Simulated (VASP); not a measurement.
# Dielectric function of CdS (Hawleyite)

What does the band structure of CdS (Hawleyite) give for its optical response? The cell is of the zinc-blende type, one of the forms listed for this formula. The start is a cell from a database of measured crystal structures.

Program: VASP 6.6.1. Level of theory: PBE; plane waves and PAW (Cd, S), in the first sound run; inputs show where later runs differ. Results are calculated unless marked as measured.

## (1) The structure

It takes space group F-43m (No. 216, cubic). Conventional cell: a = 5.833 Å, b = 5.833 Å, c = 5.833 Å, α = 90.00°, β = 90.00°, γ = 90.00°. Nearest to Cd lie 4 S at 2.53 Å. Nearest to S lie 4 Cd at 2.53 Å. Farther neighbours and most contacts between anions are not listed.

As a file:

```cif
data_structure
_symmetry_space_group_name_H-M 'F-43m'
_symmetry_Int_Tables_number 216
_cell_length_a 5.8330
_cell_length_b 5.8330
_cell_length_c 5.8330
_cell_angle_alpha 90.000
_cell_angle_beta 90.000
_cell_angle_gamma 90.000
_cell_volume 198.46
loop_
_atom_site_label
_atom_site_type_symbol
_atom_site_symmetry_multiplicity
_atom_site_Wyckoff_symbol
_atom_site_fract_x
_atom_site_fract_y
_atom_site_fract_z
_atom_site_occupancy
Cd1 Cd 4 a 0.00000 0.00000 0.00000 1
S1 S 4 c 0.25000 0.25000 0.25000 1
```

## (2) Ground state

The ground state comes first.

INCAR

```
SYSTEM = CdS
PREC = Accurate
ENCUT = 400
EDIFF = 1E-07
NELM = 100
ISMEAR = 0
SIGMA = 0.05
LREAL = .FALSE.
ALGO = Normal
GGA = PE
NBANDS = 15
LORBIT = 11
LWAVE = .FALSE.
LCHARG = .FALSE.
KPAR = 4
```

POSCAR

```
CdS
1.0
    0.0000000000      2.9165000000      2.9165000000
    2.9165000000      0.0000000000      2.9165000000
    2.9165000000      2.9165000000      0.0000000000
Cd S
1 1
Direct
    0.0000000000      0.0000000000      0.0000000000
    0.7500000000      0.7500000000      0.7500000000
```

KPOINTS

```
Automatic mesh
0
Gamma
7 7 7
0 0 0
```

Potentials, in the order of the species: Cd and S (PBE family, release 64).

On the command line:

```bash
$ mpirun -np 4 vasp_std
```

What it wrote:

```text
[banner, memory and clock lines left out]
running    4 mpi-ranks, on    1 nodes
 distrk:  each k-point on    1 cores,    4 groups
 distr:  one band on    1 cores,    1 groups

 POSCAR found type information on POSCAR CdS
 POSCAR found :  2 types and       2 ions
 LDA part: xc-table for (Slater+PW92), standard interpolation
 POSCAR, INCAR and KPOINTS ok, starting setup
 FFT: planning ... GRIDC
 FFT: planning ... GRID_SOFT
 FFT: planning ... GRID
 WAVECAR not read
 entering main loop
       N       E                     dE             d eps       ncg     rms          rms(c)
DAV:   1     0.971322076724E+02    0.97132E+02   -0.78908E+03   608   0.889E+02
DAV:   2    -0.304316460835E+01   -0.10018E+03   -0.95701E+02   726   0.248E+02
DAV:   3    -0.664191796148E+01   -0.35988E+01   -0.35932E+01   726   0.496E+01
DAV:   4    -0.666337092069E+01   -0.21453E-01   -0.21451E-01   761   0.372E+00
DAV:   5    -0.666366778201E+01   -0.29686E-03   -0.29686E-03   733   0.412E-01    0.815E+00
DAV:   6    -0.613657152205E+01    0.52710E+00   -0.87993E-01   893   0.123E+01    0.651E+00
DAV:   7    -0.611708630713E+01    0.19485E-01   -0.20960E-01   698   0.329E+00    0.318E+00
DAV:   8    -0.611729464345E+01   -0.20834E-03   -0.19257E-02   677   0.187E+00    0.315E-01
DAV:   9    -0.611716138562E+01    0.13326E-03   -0.23511E-03   698   0.756E-01    0.635E-02
DAV:  10    -0.611728935238E+01   -0.12797E-03   -0.27051E-04   691   0.172E-01    0.692E-02
DAV:  11    -0.611736914481E+01   -0.79792E-04   -0.12295E-04   678   0.996E-02    0.186E-02
DAV:  12    -0.611735999706E+01    0.91478E-05   -0.32516E-05   837   0.777E-02    0.100E-02
DAV:  13    -0.611736125783E+01   -0.12608E-05   -0.49067E-06   642   0.142E-02    0.127E-02
DAV:  14    -0.611736101406E+01    0.24377E-06   -0.29620E-07   782   0.325E-03    0.486E-03
DAV:  15    -0.611736099694E+01    0.17121E-07   -0.17236E-08   412   0.965E-04
   1 F= -.61173610E+01 E0= -.61173610E+01  d E =-.278768E-13
```

Wall time 4.6 s (4 MPI ranks of Intel Xeon Platinum 8259CL at 2.50GHz (Skylake/Cascade Lake), shared host); peak memory 0.59 GiB.

Lines that name or quote the potential files are left out of all logs, and their timing lines are given in words.

From OUTCAR (step 2):

```text
ion  position               nearest neighbor table
   1  0.000  0.000  0.000-   2 2.53   2 2.53   2 2.53   2 2.53
   2  0.750  0.750  0.750-   1 2.53   1 2.53   1 2.53   1 2.53

  LATTYP: Found a face centered cubic cell.
 ALAT       =     5.8330000000

 Subroutine GETGRP returns: Found 24 space group operations
 (whereof 24 operations were pure point group operations)

The static configuration has the point symmetry T_d .

 Found     20 irreducible k-points:

   k-points           NKPTS =     20   k-points in BZ     NKDIM =     20   number of bands    NBANDS=     15

   dimension x,y,z NGX =    28 NGY =   28 NGZ =   28
   dimension x,y,z NGXF=    56 NGYF=   56 NGZF=   56

   ENCUT  =  400.0 eV  29.40 Ry    5.42 a.u.   6.73  6.73  6.73*2*pi/ulx,y,z

   NELECT =      18.0000    total number of electrons

 k-points in reciprocal lattice and weights: Automatic mesh
   0.00000000  0.00000000  0.00000000       0.003
   0.14285714  0.00000000  0.00000000       0.023
   0.28571429  0.00000000  0.00000000       0.023
   0.42857143  0.00000000  0.00000000       0.023
   0.14285714  0.14285714  0.00000000       0.017
   0.28571429  0.14285714  0.00000000       0.070
   0.42857143  0.14285714  0.00000000       0.070
  -0.42857143  0.14285714  0.00000000       0.070
  -0.28571429  0.14285714  0.00000000       0.070
[...]
-0.42857143  0.42857143  0.14285714       0.070
  -0.28571429  0.42857143  0.14285714       0.070

 average (electrostatic) potential at core
       1 -39.2796       2 -89.1680

 E-fermi :   1.5559

 k-point     1 :       0.0000    0.0000    0.0000
  band No.  band energies     occupation
    ...
      5      -5.9309      2.00000
      6      -5.9309      2.00000
      7       1.3166      2.00000
      8       1.3166      2.00000
      9       1.3166      2.00000
     10       2.4633      0.00000
     11       7.8610      0.00000
     12       7.8610      0.00000
     13       7.8610      0.00000
     14      12.7594      0.00000
    ...

 k-point     2 :       0.1429    0.0000    0.0000
  band No.  band energies     occupation
    ...
      5      -5.9326      2.00000
      6      -5.9326      2.00000
      7       0.0847      2.00000
      8       1.1606      2.00000
      9       1.1606      2.00000
     10       3.4472      0.00000
     11       7.5636      0.00000
     12       8.1106      0.00000
     13       8.1106      0.00000
     14      12.1077      0.00000
    ...

 k-point     3 :       0.2857    0.0000    0.0000
  band No.  band energies     occupation
    ...
      5      -5.9225      2.00000
      6      -5.9225      2.00000
      7      -1.5856      2.00000
      8       0.8377      2.00000
      9       0.8377      2.00000
     10       4.2120      0.00000
     11       7.7734      0.00000
     12       8.4002      0.00000
     13       8.4002      0.00000
     14      12.1029      0.00000
    ...

  Total        0.8670582      0.8670582      0.8670582      0.0000000     -0.0000000      0.0000000
  in kB       27.9990250     27.9990250     27.9990250      0.0000000     -0.0000000      0.0000000
  external PRESSURE =      27.9990250 kB  Pullay stress =       0.0000000 kB

  energy-cutoff  :      400.00
  volume of cell :       49.62
      direct lattice vectors                 reciprocal lattice vectors
     0.000000000  2.916500000  2.916500000    -0.171438368  0.171438368  0.171438368
     2.916500000  0.000000000  2.916500000     0.171438368 -0.171438368  0.171438368
     2.916500000  2.916500000  0.000000000     0.171438368  0.171438368 -0.171438368

 POSITION                                       TOTAL-FORCE (eV/Angst)
 -----------------------------------------------------------------------------------
      0.00000      0.00000      0.00000        -0.000000      0.000000      0.000000
      4.37475      4.37475      4.37475         0.000000     -0.000000     -0.000000
 -----------------------------------------------------------------------------------
    total drift:                                0.000001      0.000001      0.000001

  FREE ENERGIE OF THE ION-ELECTRON SYSTEM (eV)
  ---------------------------------------------------
  free  energy   TOTEN  =        -6.1173609969 eV

  energy  without entropy=       -6.1173609969  energy(sigma->0) =       -6.11736100

 total charge
# of ion       s       p       d       tot
------------------------------------------
    1        0.427   0.327   9.561  10.315
    2        1.323   2.403   0.000   3.726
--------------------------------------------------
tot          1.750   2.730   9.561  14.041

[... 3 further parts left out ...]
```

The gap is read on the k-mesh alone, so it is an upper bound where the band edges lie off the mesh.

This step gave:

```yaml
free_energy_toten: -6.117 eV
fermi_energy: 1.556 eV
pressure: 2.800 GPa
gap_on_the_k_mesh: 1.147 eV
least_direct_gap_on_the_k_mesh: 1.147 eV
```

The cell has a gap of 1.15 eV on this mesh and a pressure of +2.8 GPa, which holds the misfit of the given cell and coordinates with this functional, and any error of cutoff, mesh and data sets. Spin-orbit coupling is left out, which can shift or reorder these edges.

## (3) Spectrum

LOPTICS sums the direct transitions; the mesh is finer and NBANDS larger than for the ground state.

Changes to INCAR since step 2:

```diff
@@ -10,4 +10,3 @@
 GGA = PE
-NBANDS = 15
-LORBIT = 11
+NBANDS = 32
 LWAVE = .FALSE.
@@ -15 +14,4 @@
 KPAR = 4
+LOPTICS = .TRUE.
+NEDOS = 2000
+CSHIFT = 0.1
```

POSCAR is that of step 2.

KPOINTS

```
Automatic mesh
0
Gamma
10 10 10
0 0 0
```

On the command line:

```bash
$ mpirun -np 4 vasp_std
```

What it wrote:

```text
[... set-up lines as in an earlier step ...]
 entering main loop
       N       E                     dE             d eps       ncg     rms          rms(c)
DAV:   1     0.118655910075E+03    0.11866E+03   -0.67754E+03  3168   0.417E+02
DAV:   2    -0.134862781052E+01   -0.12000E+03   -0.10664E+03  3576   0.147E+02
DAV:   3    -0.664364697588E+01   -0.52950E+01   -0.52572E+01  3728   0.334E+01
DAV:   4    -0.666396365557E+01   -0.20317E-01   -0.20315E-01  3352   0.214E+00
DAV:   5    -0.666406911234E+01   -0.10546E-03   -0.10546E-03  3704   0.139E-01    0.815E+00
DAV:   6    -0.614066532269E+01    0.52340E+00   -0.25151E-01  3760   0.575E+00    0.661E+00
DAV:   7    -0.611790468903E+01    0.22761E-01   -0.10991E-01  3640   0.131E+00    0.315E+00
DAV:   8    -0.611802424980E+01   -0.11956E-03   -0.12547E-02  3464   0.757E-01    0.292E-01
DAV:   9    -0.611812325212E+01   -0.99002E-04   -0.77292E-04  3664   0.261E-01    0.832E-02
DAV:  10    -0.611820645979E+01   -0.83208E-04   -0.11393E-04  3544   0.691E-02    0.663E-02
DAV:  11    -0.611828046578E+01   -0.74006E-04   -0.80941E-05  3472   0.343E-02    0.248E-02
DAV:  12    -0.611828051224E+01   -0.46463E-07   -0.11258E-06  3536   0.406E-03    0.109E-02
DAV:  13    -0.611828147559E+01   -0.96335E-06   -0.10645E-06  3480   0.373E-03    0.493E-03
DAV:  14    -0.611828143772E+01    0.37870E-07   -0.14593E-08  3080   0.531E-04
   1 F= -.61182814E+01 E0= -.61182814E+01  d E =-.294530E-11
 optical routines
 imaginary and real dielectric function
 recalculating local potential from charge density
 direction            1
 direction            2
 direction            3
```

Elapsed: 14 s, on 4 MPI ranks; peak memory 0.84 GiB.

Parts of OUTCAR (step 3):

```text
The static configuration has the point symmetry T_d .

 Found     47 irreducible k-points:

   k-points           NKPTS =     47   k-points in BZ     NKDIM =     47   number of bands    NBANDS=     32

   NELECT =      18.0000    total number of electrons

 E-fermi :   1.5227

 k-point     1 :       0.0000    0.0000    0.0000
  band No.  band energies     occupation
    ...
      5      -5.9309      2.00000
      6      -5.9309      2.00000
      7       1.3155      2.00000
      8       1.3155      2.00000
      9       1.3155      2.00000
     10       2.4628      0.00000
     11       7.8608      0.00000
     12       7.8608      0.00000
     13       7.8608      0.00000
     14      12.7533      0.00000
    ...

 k-point     2 :       0.1000    0.0000    0.0000
  band No.  band energies     occupation
    ...
      5      -5.9324      2.00000
      6      -5.9324      2.00000
      7       0.5709      2.00000
      8       1.2352      2.00000
      9       1.2352      2.00000
     10       3.0908      0.00000
     11       7.6717      0.00000
     12       7.9946      0.00000
     13       7.9946      0.00000
     14      12.3429      0.00000
    ...

  Total        0.8672038      0.8672038      0.8672038      0.0000000      0.0000000      0.0000000
  in kB       28.0037246     28.0037246     28.0037246      0.0000000      0.0000000      0.0000000
  external PRESSURE =      28.0037246 kB  Pullay stress =       0.0000000 kB

 POSITION                                       TOTAL-FORCE (eV/Angst)
 -----------------------------------------------------------------------------------
      0.00000      0.00000      0.00000        -0.000000     -0.000000      0.000000
      4.37475      4.37475      4.37475         0.000000      0.000000     -0.000000
 -----------------------------------------------------------------------------------
    total drift:                                0.000001      0.000001      0.000001

  FREE ENERGIE OF THE ION-ELECTRON SYSTEM (eV)
  ---------------------------------------------------
  free  energy   TOTEN  =        -6.1182814377 eV

  energy  without entropy=       -6.1182814377  energy(sigma->0) =       -6.11828144

 plasma frequency squared (from intraband transitions) (eV^2)
  --------------------------------------------------------------------------------------
       0.000       0.000      -0.000
       0.000       0.000       0.000
      -0.000       0.000       0.000

[... 6 parts as in an earlier step ...]

[... 6 further parts left out ...]
```

These are independent-particle spectra without excitons or local fields, and fine structure depends on the mesh and on CSHIFT.

This step gave:

```yaml
free_energy_toten: -6.118 eV
fermi_energy: 1.523 eV
```

The imaginary dielectric function, xx has structure finer than the step of the table below, so its rows give means over 1 eV, whole bins alone (the curve runs from 0 to 25.0 eV). Peaks (eV: height): 1.9: 2.91, 3.9: 6.18, 4.2: 6.28, 6.0: 9.57, 7.6: 8.41.

Absorption under the direct gap is the tail of the CSHIFT broadening, and fine structure depends on the mesh. Table of imaginary dielectric function, xx by photon energy; means over each step:

```tsv
photon energy (eV)	imaginary dielectric function, xx
1	0.567
2	1.53
3	2.53
4	4.66
5	4.93
6	8.12
7	6.86
8	6.10
9	2.78
10	1.77
11	1.68
12	1.37
13	0.965
14	0.989
15	0.801
16	0.600
17	0.570
18	0.445
19	0.396
20	0.542
21	0.407
22	0.322
23	0.321
24	0.270
```

Real dielectric function, xx against photon energy:

```tsv
photon energy (eV)	real dielectric function, xx
0	6.52
1	7.43
2	6.05
3	7.51
4	5.49
5	6.54
6	3.63
7	2.33
8	-2.18
9	-1.96
10	-0.898
11	-0.571
12	-0.686
13	-0.379
14	0.119
15	-0.115
16	0.0663
17	0.179
18	0.200
19	0.517
20	0.411
21	0.311
22	0.442
23	0.497
24	0.604
```

(Part 1 of 3 ends here.)

[Lines on the potential files, build, host, timing and source positions are cut from VASP's logs without a mark.]

[Logs are printed without paths, hosts, clocks, repeated set-up lines and the standing remarks that a program may print on its own settings, such as how far it seeks lower states.]

[Hosts, paths, dates, database ids (printed as entryN), source tags and the programs' standing remarks are cut or masked in the printed files.]
